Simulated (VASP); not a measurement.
# W (Im-3m) in VASP: elastic constants with PBE

Aim: the elastic constants of W with PBE.

Everything below comes from runs of VASP 6.6.1. Logs are shortened: lines on timing, memory, paths and dates and some standing lists are left out, and cuts for length are marked.

## Step 1: The crystal as given

It takes space group Im-3m (No. 229, cubic). Conventional cell: a = 3.186 Å, b = 3.186 Å, c = 3.186 Å, α = 90.00°, β = 90.00°, γ = 90.00°. Around W (site symmetry m-3m) lie 8 W at 2.76 Å.

The cell was built by a generator and needn't be a form met in nature.

## Step 2: Elastic constants, PBE

Contents of POSCAR:

```
W
1.0
   -1.5928563778      1.5928563778      1.5928563778
    1.5928563778     -1.5928563778      1.5928563778
    1.5928563778      1.5928563778     -1.5928563778
  W
     1
Direct
     0.0000000000000000    0.0000000000000000    0.0000000000000000
```

Contents of INCAR.step1:

```
  ALGO = Fast
  EDIFF = 1E-8
  EDIFFG = -0.002
  ENCUT = 600
  GGA = PE
  IBRION = 2
  ISIF = 3
  ISMEAR = -1
  KPAR = 8
  LASPH = T
  LCHARG = F
  LREAL = F
  LWAVE = F
  NELM = 100
  NSW = 40
  PREC = Accurate
  SIGMA = 0.05
```

Contents of INCAR.step2:

```
  ALGO = Fast
  EDIFF = 1E-8
  ENCUT = 600
  GGA = PE
  IBRION = 6
  ISIF = 3
  ISMEAR = -1
  KPAR = 8
  LASPH = T
  LCHARG = F
  LREAL = F
  LWAVE = F
  NELM = 100
  NFREE = 2
  NSW = 1
  POTIM = 0.015
  PREC = Accurate
  SIGMA = 0.05
```

Contents of KPOINTS:

```
k-points
0
Gamma
  24 24 24
```

Potentials or basis: VASP PAW PBE potentials, release 64 (W_sv).

Run with:

```bash
$ cat potpaw_PBE.64/W_sv/POTCAR > POTCAR
$ cp INCAR.step1 INCAR
$ mpirun -np 8 vasp_std > vasp.out
$ cp CONTCAR POSCAR
$ cp INCAR.step2 INCAR
$ mpirun -np 8 vasp_std > vasp.out
```

OUTCAR:

```text
EDIFF = 1E-8
   ENCUT = 600
   GGA = PE
   IBRION = 6
   ISIF = 3
   ISMEAR = -1
   LASPH = T
   LREAL = F
   NELM = 100
   NFREE = 2
   NSW = 1
   POTIM = 0.015
   PREC = Accurate

 ion  position               nearest neighbor table
   1  0.000  0.000  0.000-

  LATTYP: Found a body centered cubic cell.
 ALAT       =     3.1857127556

  Lattice vectors:

 A1 = (  -1.5928563778,   1.5928563778,   1.5928563778)
 A2 = (   1.5928563778,  -1.5928563778,   1.5928563778)
 A3 = (   1.5928563778,   1.5928563778,  -1.5928563778)

Analysis of symmetry for initial positions (statically):
=====================================================================
 Subroutine PRICEL returns:
 Original cell was already a primitive cell.

 Routine SETGRP: Setting up the symmetry group for a
 body centered cubic supercell.

 Subroutine GETGRP returns: Found 48 space group operations
 (whereof 48 operations were pure point group operations)
 out of a pool of 48 trial point group operations.

The static configuration has the point symmetry O_h .

Analysis of symmetry for dynamics (positions and initial velocities):
=====================================================================
 Subroutine PRICEL returns:
 Original cell was already a primitive cell.

 Routine SETGRP: Setting up the symmetry group for a
 body centered cubic supercell.

 Subroutine GETGRP returns: Found 48 space group operations
 (whereof 48 operations were pure point group operations)
 out of a pool of 48 trial point group operations.

The dynamic configuration has the point symmetry O_h .

 Subroutine INISYM returns: Found 48 space group operations
 (whereof 48 operations are pure point group operations),
 and found     1 'primitive' translations

----------------------------------------------------------------------------------------

                                     Primitive cell

  volume of cell :      16.1655

  direct lattice vectors                    reciprocal lattice vectors
    -1.592856378  1.592856378  1.592856378     0.000000000  0.313901496  0.313901496
     1.592856378 -1.592856378  1.592856378     0.313901496  0.000000000  0.313901496
     1.592856378  1.592856378 -1.592856378     0.313901496  0.313901496  0.000000000

  length of vectors
     2.758908176  2.758908176  2.758908176     0.443923753  0.443923753  0.443923753

  position of ions in fractional coordinates (direct lattice)
     0.000000000  0.000000000  0.000000000

  ion indices of the primitive-cell ions
   primitive index   ion index
                 1           1

----------------------------------------------------------------------------------------

 KPOINTS: k-points

Automatic generation of k-mesh.
 Grid dimensions read from file:
 generate k-points for:   24   24   24

 Generating k-lattice:

  Cartesian coordinates                     Fractional coordinates (reciprocal lattice)
     0.000000000  0.013079229  0.013079229     0.041666667  0.000000000  0.000000000
     0.013079229  0.000000000  0.013079229     0.000000000  0.041666667  0.000000000
     0.013079229  0.013079229  0.000000000     0.000000000  0.000000000  0.041666667

  Length of vectors
     0.018496823  0.018496823  0.018496823

  Shift w.r.t. Gamma in fractional coordinates (k-lattice)
[... 100 lines left out ...]
  ---------------------------------------------------
  free energy    TOTEN  =       -12.95800180 eV

  energy without entropy =      -12.95478805  energy(sigma->0) =      -12.95639492

------------------------ aborting loop because EDIFF is reached ----------------------------------------

  FORCE on cell =-STRESS in cart. coord.  units (eV):
  Direction    XX          YY          ZZ          XY          YZ          ZX
  --------------------------------------------------------------------------------------
  -------------------------------------------------------------------------------------
  Total        0.0016467      0.0016467      0.0016467      0.0000000      0.0000000      0.0000000
  in kB        0.1632072      0.1632072      0.1632072      0.0000000      0.0000000      0.0000000
  external PRESSURE =       0.1632072 kB  Pullay stress =       0.0000000 kB
[... 86 lines left out ...]
  FREE ENERGIE OF THE ION-ELECTRON SYSTEM (eV)
  ---------------------------------------------------
  free  energy   TOTEN  =       -12.9519106542 eV

  energy  without entropy=      -12.9486818310  energy(sigma->0) =      -12.95029624

[... ionic steps 4 to 12 ...]

--------------------------------------- Ionic step       13  -------------------------------------------

 number of electron      14.0000002 magnetization

------------------------ aborting loop because EDIFF is reached ----------------------------------------
[... 65 lines left out ...]
--------------------------------------- Ionic step       15  -------------------------------------------

 number of electron      14.0000001 magnetization

 Free energy of the ion-electron system (eV)
  ---------------------------------------------------
  ext. energy  EPLUGINS =         0.00000000
  ---------------------------------------------------
  free energy    TOTEN  =       -12.95800171 eV

  energy without entropy =      -12.95478811  energy(sigma->0) =      -12.95639491

 E-fermi :  11.1938     XC(G=0): -13.5304

 val. band max:       11.1905662351   @ k =   0.5000   0.5000   0.2083
 cond. band min:      11.1944201598   @ k =  -0.4583   0.4583   0.0417
 fundamental gap:      0.0038539248
 Fermi energy:        11.1937878076

 k-point     1 :       0.0000    0.0000    0.0000
  band No.  band energies     occupation
      1     -63.0509      2.00000
      2     -26.6407      2.00000
      3     -26.6407      2.00000
      4     -26.6407      2.00000
      5       1.6337      2.00000
      6       9.9634      2.00000
      7       9.9634      2.00000
      8       9.9634      2.00000
      9      13.3755      0.00000
     10      13.3755      0.00000
     11      25.6343      0.00000
[... 309 lines left out ...]
 k-point    24 :       0.4583    0.0417    0.0000
  band No.  band energies     occupation
      1     -62.9280      2.00000
      2     -27.8360      2.00000
      3     -27.0392      2.00000
      4     -26.6556      2.00000
      5       5.0741      2.00000
      6       7.7092      2.00000
      7      11.5414      0.00191
      8      13.2422      0.00000
      9      14.2946      0.00000
     10      17.1681      0.00000
     11      21.9005      0.00000

 [... further k-points ...]

------------------------ aborting loop because EDIFF is reached ----------------------------------------

  FORCE on cell =-STRESS in cart. coord.  units (eV):
  Direction    XX          YY          ZZ          XY          YZ          ZX
  --------------------------------------------------------------------------------------
  -------------------------------------------------------------------------------------
  Total       -0.0019753     -0.0019753     -0.0019753      0.0000000     -0.0000000      0.0000000
  in kB       -0.1957736     -0.1957736     -0.1957736      0.0000000     -0.0000000      0.0000000
  external PRESSURE =      -0.1957736 kB  Pullay stress =       0.0000000 kB
[... 16 lines left out ...]
  FREE ENERGIE OF THE ION-ELECTRON SYSTEM (eV)
  ---------------------------------------------------
  free  energy   TOTEN  =       -12.9580017140 eV

  energy  without entropy=      -12.9547881131  energy(sigma->0) =      -12.95639491

 INTERNAL STRAIN TENSORS FROM STRAINED CELLS
 ============================================

 INTERNAL STRAIN TENSOR FOR ION    1 for displacements in x,y,z  (eV/Angst):
          X           Y           Z          XY          YZ          ZX
  --------------------------------------------------------------------------------
  x    -0.00000     0.00000     0.00000     0.00000    -0.00000    -0.00000
  y    -0.00000     0.00000     0.00000    -0.00000     0.00000     0.00000
  z     0.00000    -0.00000    -0.00000     0.00000    -0.00000     0.00000

 INTERNAL STRAIN TENSORS FROM DISPLACED ATOMS
 ============================================

 INTERNAL STRAIN TENSOR FOR ION    1 for displacements in x,y,z  (eV/Angst):
          X           Y           Z          XY          YZ          ZX
  --------------------------------------------------------------------------------
  x     0.00000     0.00000     0.00000     0.00000     0.00000     0.00000
  y     0.00000     0.00000     0.00000     0.00000     0.00000     0.00000
  z     0.00000     0.00000     0.00000     0.00000     0.00000     0.00000

 Eigenvectors and eigenvalues of the dynamical matrix
 ----------------------------------------------------

   1 f/i=    0.000000 THz     0.000000 2PiTHz    0.000000 cm-1     0.000000 meV
             X         Y         Z           dx          dy          dz
      0.000000  0.000000  0.000000     0.970143    0.242536    0.000000

   2 f/i=    0.000000 THz     0.000000 2PiTHz    0.000000 cm-1     0.000000 meV
             X         Y         Z           dx          dy          dz
      0.000000  0.000000  0.000000     0.242536   -0.970143    0.000000

   3 f/i=    0.000000 THz     0.000000 2PiTHz    0.000000 cm-1     0.000000 meV
             X         Y         Z           dx          dy          dz
      0.000000  0.000000  0.000000     0.000000    0.000000    1.000000

--------------------------------------------------------------------------------------------------------

 ELASTIC MODULI CONTR FROM IONIC RELAXATION (kBar)
 Direction    XX          YY          ZZ          XY          YZ          ZX
 --------------------------------------------------------------------------------
 XX           0.0000      0.0000      0.0000      0.0000      0.0000      0.0000
 YY           0.0000      0.0000      0.0000      0.0000      0.0000      0.0000
 ZZ           0.0000      0.0000      0.0000      0.0000      0.0000      0.0000
 XY           0.0000      0.0000      0.0000      0.0000      0.0000      0.0000
 YZ           0.0000      0.0000      0.0000      0.0000      0.0000      0.0000
 ZX           0.0000      0.0000      0.0000      0.0000      0.0000      0.0000
 --------------------------------------------------------------------------------

 TOTAL ELASTIC MODULI (kBar)
 Direction    XX          YY          ZZ          XY          YZ          ZX
 --------------------------------------------------------------------------------
 XX        5214.3795   1969.4244   1969.4244      0.0000     -0.0000      0.0000
 YY        1969.4244   5214.3795   1969.4244     -0.0000      0.0000      0.0000
 ZZ        1969.4244   1969.4244   5214.3795     -0.0000     -0.0000      0.0000
 XY           0.0000     -0.0000     -0.0000   1490.7415      0.0000     -0.0000
 YZ          -0.0000      0.0000     -0.0000      0.0000   1490.7415      0.0000
 ZX           0.0000      0.0000      0.0000     -0.0000      0.0000   1490.7415
 --------------------------------------------------------------------------------
```

Wall time 7.2 min (8 MPI ranks of Intel Xeon Platinum 8488C (Sapphire Rapids), shared host); peak memory 1.3 GiB.

What came out:

| Quantity | Value |
| --- | --- |
| Elastic constants C11, C12, C44 | 521, 197, 149 GPa |
| Voigt bulk modulus | 305 GPa |

Elastic tensor in Voigt notation (GPa, in the Cartesian axes of the cell as first typed):
```
521 197 197   0   0   0
197 521 197   0   0   0
197 197 521   0   0   0
  0   0   0 149   0   0
  0   0   0   0 149   0
  0   0   0   0   0 149
```

Clamped-ion elastic tensor (GPa):
```
521 197 197   0   0   0
197 521 197   0   0   0
197 197 521   0   0   0
  0   0   0 149   0   0
  0   0   0   0 149   0
  0   0   0   0   0 149
```

Spin-orbit coupling is left out, which matters for the levels of W.
